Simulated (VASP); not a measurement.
VASP inputs for SrO (strained database structure)

INCAR

```
GGA = PE
PREC = Accurate
IBRION = -1
SIGMA = 0.02
NBANDS = 24
LCHARG = .FALSE.
LASPH = .TRUE.
ISIF = 2
ENCUT = 520
ISMEAR = -1
NELM = 120
EDIFF = 1E-7
NSW = 0
LREAL = .FALSE.
LWAVE = .FALSE.
```

KPOINTS

```
KPOINTS created by Atomic Simulation Environment
0
Gamma
12 12 4
0 0 0
```

KPOINTS_OPT

```
special points
7
Reciprocal
0.0000000000 0.0000000000 0.0000000000 1
0.5000000000 0.0000000000 0.0000000000 1
0.3333333333 0.3333333333 0.0000000000 1
0.0000000000 0.0000000000 0.5000000000 1
0.5000000000 0.0000000000 0.5000000000 1
0.3333333333 0.3333333333 0.5000000000 1
0.0000000000 0.5000000000 0.0000000000 1
```

POSCAR

```
Sr O
 1.0000000000000000
     3.4595136926894274    0.0000000000288675    0.0000000000000000
    -1.7297568463697137    2.9960267425947222    0.0000000000000000
     0.0000000000000000    0.0000000000000000    6.2544300234000003
 Sr  O
   2   2
Cartesian
 -0.0000000000166668  1.9973511617394373  1.5636075058499996
  1.7297568463363808  0.9986755808841520  4.6908225175499991
  0.0000000000000000  0.0000000000000000  0.0000000000000000
  0.0000000000000000  0.0000000000000000  3.1272150116999993
```

VASP ran with the recommended PBE PAW datasets (32 valence electrons in the cell).

**Question.** Predict the results.

**Answer.** gap between bands v and c 3.16 eV; least direct gap 3.42 eV; pressure 6.4 GPa.

Band v is the last that the valence electrons fill when counted band by band, and c is the next. Levels in eV from the top of v:

```json
{"point": "Γ", "v−1": "-0.67", "v": "0.00", "c": "3.47", "c+1": "5.12"}
{"point": "M", "v−1": "-0.38", "v": "-0.26", "c": "3.16", "c+1": "5.93"}
{"point": "K", "v−1": "-1.32", "v": "-0.71", "c": "5.01", "c+1": "5.01"}
{"point": "A", "v−1": "-0.80", "v": "-0.80", "c": "4.91", "c+1": "4.91"}
{"point": "L", "v−1": "-0.89", "v": "-0.89", "c": "4.46", "c+1": "4.46"}
{"point": "H", "v−1": "-0.57", "v": "-0.57", "c": "5.32", "c+1": "5.32"}
```
